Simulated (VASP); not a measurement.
# SnO2 (Cassiterite) (P4_2/mnm) in VASP: notebook, part 2 of 2

VASP 6.6.1. Earlier steps stand in the parts before.

## 5. Single point, LDA

INCAR

```
SYSTEM = SnO2
PREC = Accurate
ENCUT = 300
EDIFF = 1E-7
ISMEAR = 0
SIGMA = 0.05
LREAL = .False.
LASPH = .True.
NELM = 100
ALGO = Normal
ISIF = 2
LWAVE = .False.
LCHARG = .False.
GGA = CA
NBANDS = 35
ADDGRID = .False.
```

KPOINTS

```
Automatic mesh
0
Gamma
  4 4 6
  0 0 0
```

POSCAR

```
SnO2
1.0
    4.7380000000      0.0000000000      0.0000000000
    0.0000000000      4.7380000000      0.0000000000
    0.0000000000      0.0000000000      3.1865000000
Sn O
2 4
Direct
    0.5000000000      0.5000000000      0.5000000000
    0.0000000000      0.0000000000      0.0000000000
    0.8071000000      0.1929000000      0.5000000000
    0.6929000000      0.6929000000      0.0000000000
    0.1929000000      0.8071000000      0.5000000000
    0.3071000000      0.3071000000      0.0000000000
```

Potentials or basis: VASP PAW LDA potentials, release 64 (Sn_d, O).

On the command line:

```sh
> cat potpaw_LDA.64/Sn_d/POTCAR potpaw_LDA.64/O/POTCAR > POTCAR
> mpirun -np 1 vasp_std > vasp.out
```

OUTCAR:

```text
SYSTEM = SnO2
   PREC = Accurate
   ENCUT = 300
   EDIFF = 1E-7
   ISMEAR = 0
   LREAL = .False.
   LASPH = .True.
   NELM = 100
   ISIF = 2
   GGA = CA

 Found     24 irreducible k-points:

 Following reciprocal coordinates:
            Coordinates               Weight
  0.000000  0.000000  0.000000      1.000000
  0.250000  0.000000  0.000000      4.000000
  0.500000  0.000000  0.000000      2.000000
  0.250000  0.250000  0.000000      4.000000
  0.500000  0.250000  0.000000      4.000000
  0.500000  0.500000  0.000000      1.000000
   k-points           NKPTS =     24   k-points in BZ     NKDIM =     24   number of bands    NBANDS=     35
   number of dos      NEDOS =    301   number of ions     NIONS =      6
   total plane-waves  NPLWV =  14112
   dimension x,y,z NGX =    28 NGY =   28 NGZ =   18
   dimension x,y,z NGXF=    56 NGYF=   56 NGZF=   36
   ions per type =               2   4
   NGX,Y,Z   is equivalent  to a cutoff of   9.82,  9.82,  9.39 a.u.
   NGXF,Y,Z  is equivalent  to a cutoff of  19.65, 19.65, 18.78 a.u.
 SYSTEM =  SnO2
   PREC   = accura    normal or accurate (medium, high low for compatibility)
   ISTART =      0    job   : 0-new  1-cont  2-samecut
   ICHARG =      2    charge: 1-file 2-atom 10-const
   ISPIN  =      1    spin polarized calculation?
   LNONCOLLINEAR =      F non collinear calculations
   LSORBIT =      F    spin-orbit coupling
   LASPH  =      T    aspherical Exc in radial PAW
   ENCUT  =  300.0 eV  22.05 Ry    4.70 a.u.   6.69  6.69  4.50*2*pi/ulx,y,z
   NELM   =    100;   NELMIN=  2; NELMDL= -5     # of ELM steps
   EDIFF  = 0.1E-06   stopping-criterion for ELM
   LREAL  =      F    real-space projection
   EDIFFG = 0.1E-05   stopping-criterion for IOM
   NSW    =      0    number of steps for IOM
   IBRION =     -1    ionic relax: 0-MD 1-quasi-New 2-CG
   NFREE  =      0    steps in history (QN), initial steepest desc. (CG)
   ISIF   =      2    stress and relaxation
   ISYM   =      2    0-nonsym 1-usesym 2-fastsym
   POTIM  = 0.5000    time-step for ionic-motion
   TEBEG  =    0.0;   TEEND  =   0.0 temperature during run
   PSTRESS=    0.0 pullay stress
   NELECT =      52.0000    total number of electrons
   NUPDOWN=      -1.0000    fix difference up-down
   EMIN   =  10.00;   EMAX   =-10.00  energy-range for DOS
   EFERMI =   0.00;   METHOD = LEGACY
   ISMEAR =     0;   SIGMA  =   0.05  broadening in eV -4-tet -1-fermi 0-gaus
   EFERMI_NEDOS =   21; number of points for ismear=-14 and -15
   IALGO  =     38    algorithm
   IMIX   =      4    mixing-type and parameters
     AMIX     =   0.40;   BMIX     =  1.00
     AMIX_MAG =   1.60;   BMIX_MAG =  1.00
  volume/ion in A,a.u.               =      11.92        80.45
  Fermi-wavevector in a.u.,A,eV,Ry     =   1.472000  2.781677 29.480903  2.166785
  Thomas-Fermi vector in A             =   2.587068
   LORBIT       =      0    0 simple, 1 ext, 2 COOP (PROOUT), +10 PAW based schemes
   GGA     = CA    functional components
   LHFCALC =     F    Hartree Fock is set to
   AEXX    =    0.0000 exact exchange contribution
   IVDW    =     0    specifies the selected vdW correction
   LEPSILON=     F    determine dielectric tensor
   LRPA    =     F    only Hartree local field effects (RPA)
 non-spin polarized calculation
 Gauss-broadening in eV      SIGMA  =   0.05
  energy-cutoff  :      300.00
  volume of cell :       71.53
 maximum number of plane-waves:       876
 NGX is ok and might be reduce to    28
   NGX = 13   NGY = 13   NGZ =  9

 number of electron      51.9999998 magnetization

 Free energy of the ion-electron system (eV)
  ---------------------------------------------------
  ext. energy  EPLUGINS =         0.00000000
  ---------------------------------------------------
  free energy    TOTEN  =       -42.83944697 eV

  energy without entropy =      -42.83944697  energy(sigma->0) =      -42.83944697

 E-fermi :   6.2035     XC(G=0): -11.7984

 val. band max:        5.8911520220   @ k =   0.0000   0.0000   0.0000
 cond. band min:       6.9456223823   @ k =   0.0000   0.0000   0.0000
 fundamental gap:      1.0544703603
 Fermi energy:         6.2035146128

 k-point     1 :       0.0000    0.0000    0.0000
  band No.  band energies     occupation
      1     -15.1538      2.00000
      2     -14.3838      2.00000
      3     -14.0704      2.00000
      4     -14.0555      2.00000
      5     -14.0555      2.00000
      6     -13.9648      2.00000
[... 27 lines left out ...]
     34      17.7575      0.00000
     35      18.2552      0.00000
[... 159 lines left out ...]
      5     -14.0433      2.00000
      6     -14.0433      2.00000
[... 27 lines left out ...]
     34      17.9540      0.00000
     35      18.3871      0.00000

 [... further k-points ...]
[... 5 lines left out ...]
  --------------------------------------------------------------------------------------
  -------------------------------------------------------------------------------------
  Total      -19.2519267    -19.2519267    -17.8077546      0.0000000      0.0000000      0.0000000
  in kB     -431.2019800   -431.2019800   -398.8556133      0.0000000      0.0000000      0.0000000
  external PRESSURE =    -420.4198577 kB  Pullay stress =       0.0000000 kB

 VOLUME and BASIS-vectors are now :
 -----------------------------------------------------------------------------
  energy-cutoff  :      300.00
  volume of cell :       71.53
      direct lattice vectors                 reciprocal lattice vectors
     4.738000000  0.000000000  0.000000000     0.211059519  0.000000000  0.000000000
     0.000000000  4.738000000  0.000000000     0.000000000  0.211059519  0.000000000
     0.000000000  0.000000000  3.186500000     0.000000000  0.000000000  0.313823945

 POSITION                                       TOTAL-FORCE (eV/Angst)
 -----------------------------------------------------------------------------------
      2.36900      2.36900      1.59325         0.000000      0.000000      0.000000
      0.00000      0.00000      0.00000         0.000000      0.000000      0.000000
      3.82404      0.91396      1.59325        -0.034510      0.034510      0.000000
      3.28296      3.28296      0.00000         0.034510      0.034510      0.000000
      0.91396      3.82404      1.59325         0.034510     -0.034510      0.000000
      1.45504      1.45504      0.00000        -0.034510     -0.034510      0.000000
 -----------------------------------------------------------------------------------
    total drift:                                0.000000      0.000000      0.000000

  FREE ENERGIE OF THE ION-ELECTRON SYSTEM (eV)
  ---------------------------------------------------
  free  energy   TOTEN  =       -42.8394469686 eV

  energy  without entropy=      -42.8394469686  energy(sigma->0) =      -42.83944697
```

OSZICAR:

```text
N       E                     dE             d eps       ncg     rms          rms(c)
DAV:   1     0.473274653908E+03    0.47327E+03   -0.18606E+04  1884   0.168E+03
DAV:   2     0.208341473363E+02   -0.45244E+03   -0.42807E+03  1790   0.463E+02
DAV:   3    -0.452978527718E+02   -0.66132E+02   -0.65358E+02  1958   0.168E+02
DAV:   4    -0.478158079695E+02   -0.25180E+01   -0.25070E+01  2057   0.356E+01
DAV:   5    -0.478803743597E+02   -0.64566E-01   -0.64510E-01  2180   0.573E+00    0.142E+01
DAV:   6    -0.430658814161E+02    0.48145E+01   -0.10848E+01  2584   0.541E+01    0.660E+00
DAV:   7    -0.429557306679E+02    0.11015E+00   -0.13379E+00  1914   0.632E+00    0.334E+00
DAV:   8    -0.428496494964E+02    0.10608E+00   -0.17058E-01  2342   0.367E+00    0.578E-01
DAV:   9    -0.428393326764E+02    0.10317E-01   -0.20641E-02  2684   0.262E+00    0.138E-01
DAV:  10    -0.428394430336E+02   -0.11036E-03   -0.24587E-03  1924   0.318E-01    0.593E-02
DAV:  11    -0.428394474313E+02   -0.43977E-05   -0.12067E-04  2313   0.722E-02    0.192E-02
DAV:  12    -0.428394480531E+02   -0.62177E-06   -0.60376E-06  2448   0.293E-02    0.859E-03
DAV:  13    -0.428394469443E+02    0.11088E-05   -0.37316E-06  2582   0.315E-02    0.170E-03
DAV:  14    -0.428394469686E+02   -0.24243E-07   -0.52559E-07  2198   0.766E-03
   1 F= -.42839447E+02 E0= -.42839447E+02  d E =-.329922E-20
```

stdout:

```text
POSCAR found type information on POSCAR SnO
 POSCAR found :  2 types and       6 ions
 scaLAPACK will be used
 LDA part: xc-table for (Slater(with rela. corr.)+CA(PZ))
 , standard interpolation
 POSCAR, INCAR and KPOINTS ok, starting setup
 FFT: planning ... GRIDC
 FFT: planning ... GRID_SOFT
 FFT: planning ... GRID
 WAVECAR not read
 entering main loop
```

Wall time 30 s (1 thread of Intel Xeon Platinum 8488C (Sapphire Rapids), shared host); peak memory 0.13 GiB.

The run converged, but a check on its numbers failed (symmetry, net force, bounds or a known fault of this set-up), so they aren't taken as properties of the crystal.

Caveat: the cutoff lies under the usual one of these potentials, so the numbers hold a large basis-set error; a pressure of tens of GPa on the cell as given is suspect, and the run, the potentials or the cell itself is likely at fault; spin-orbit coupling is left out, which moves the levels of the heavy elements.

## 6. Single point, LDA

Changes to INCAR since step 5:

```diff
@@ -2,3 +2,3 @@
 PREC = Accurate
-ENCUT = 300
+ENCUT = 400
 EDIFF = 1E-7
```

KPOINTS is that of step 5.

POSCAR is that of step 5.

Potentials or basis: VASP PAW LDA potentials, release 64 (Sn_d, O).

On the command line:

```sh
> cat potpaw_LDA.64/Sn_d/POTCAR potpaw_LDA.64/O/POTCAR > POTCAR
> mpirun -np 1 vasp_std > vasp.out
```

It took 40 s on 1 thread of Intel Xeon Platinum 8488C (Sapphire Rapids), shared host; peak memory 0.15 GiB.

The run converged, but some of its settings lie outside the range that counts as converged, so its numbers aren't taken as properties of the crystal.

What came out:

```
Free energy            : -42.3574 eV
Largest force          : 0.194 eV/Å
Band gap on the k mesh : 1.17 eV, direct
```

Caveat: the cutoff is under 1.25 times the usual one of these potentials, so pressure, stress and relaxed cells hold a basis-set (Pulay) error; spin-orbit coupling is left out, which moves the levels of the heavy elements.

## 7. For comparison

An earlier run on the cell as given: functional PBEsol; potentials or basis VASP PAW PBE potentials, release 64 (Sn_d, O); cutoff 520 eV; k mesh 6 × 6 × 8; occupations fermi-dirac, width 0.05 eV; no spin polarisation.

* Pressure: 5.4 GPa
* Largest force: 0.229 eV/Å
* Band gap on the k mesh: 1.18 eV, direct
